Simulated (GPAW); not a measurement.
# Pb: band structure with PBE

The system is Pb.

```
Pb
1.0
     3.48000    0.00000    0.00000
    -1.74000    3.01377    0.00000
     0.00000    0.00000    5.59000
Pb
2
Direct
  0.66667 0.33333 0.75000
  0.33333 0.66667 0.25000
```

This isn't the form of Pb at room conditions, which is fcc.

```json
{
 "Program": "GPAW 26.7.0",
 "Task": "band structure",
 "Functional": "PBE",
 "Potentials or basis": "GPAW PAW data sets (gpaw-data 1.2.1)",
 "Cutoff": "600 eV",
 "Basis": "pw",
 "k mesh": "7 × 7 × 4",
 "Occupations": "fermi-dirac, width 0.05 eV",
 "Spin": "spin-orbit coupling, no magnetisation",
 "Maxiter": "150",
 "Band path": "GMKGALHA,LM,KH",
 "Band points": "100",
 "spin axis theta (degrees)": "90",
 "spin axis phi (degrees)": "45",
 "Soc after scf": "second variation"
}
```

```yaml
Pressure: 3.5 GPa
Band_gap_along_the_path: none (metal or under the smearing width)
```

Stress tensor (GPa, compression positive):
```
3.83 0.00 0.00
0.00 3.83 0.00
0.00 0.00 2.91
```

Levels at the corners of the path, in eV from the Fermi level:
| point | band 24 | band 25 | band 26 | band 27 | band 28 | band 29 | band 30 | band 31 | band 32 | band 33 |
| --- | --- | --- | --- | --- | --- | --- | --- | --- | --- | --- |
| Γ | -7.96 | -4.56 | -4.56 | 4.36 | 4.36 | 4.69 | 4.69 | 6.63 | 6.63 | 8.52 |
| M | -7.16 | -3.13 | -3.13 | -2.18 | -2.18 | -0.33 | -0.33 | 1.60 | 1.60 | 2.14 |
| K | -7.27 | -3.27 | -3.27 | -1.53 | -1.53 | 0.05 | 0.05 | 0.25 | 0.25 | 1.29 |
| Γ | -7.96 | -4.56 | -4.56 | 4.36 | 4.36 | 4.69 | 4.69 | 6.63 | 6.63 | 8.52 |
| A | -10.69 | 0.55 | 0.55 | 0.55 | 0.55 | 5.31 | 5.32 | 5.33 | 5.33 | 7.63 |
| L | -7.53 | -4.09 | -4.09 | -4.09 | -4.09 | 2.62 | 2.62 | 2.63 | 2.64 | 4.42 |
| H | -6.98 | -3.33 | -3.33 | -2.86 | -2.86 | -1.84 | -1.84 | -1.12 | -1.12 | 4.90 |
| A | -10.69 | 0.55 | 0.55 | 0.55 | 0.55 | 5.31 | 5.32 | 5.33 | 5.33 | 7.63 |
| L | -7.53 | -4.09 | -4.09 | -4.09 | -4.09 | 2.62 | 2.62 | 2.63 | 2.64 | 4.42 |
| M | -7.16 | -3.13 | -3.13 | -2.18 | -2.18 | -0.33 | -0.33 | 1.60 | 1.60 | 2.14 |
| K | -7.27 | -3.27 | -3.27 | -1.53 | -1.53 | 0.05 | 0.05 | 0.25 | 0.25 | 1.29 |
| H | -6.98 | -3.33 | -3.33 | -2.86 | -2.86 | -1.84 | -1.84 | -1.12 | -1.12 | 4.90 |

Run time: 110 s on 1 thread of Arm Neoverse N1 (shared host), peak memory 0.38 GiB.

Caveat: spin-orbit coupling was added after a scalar SCF, so levels and gaps hold it while energy, forces, pressure and moments don't; this program's spin-orbit splittings come out too wide for heavy elements.
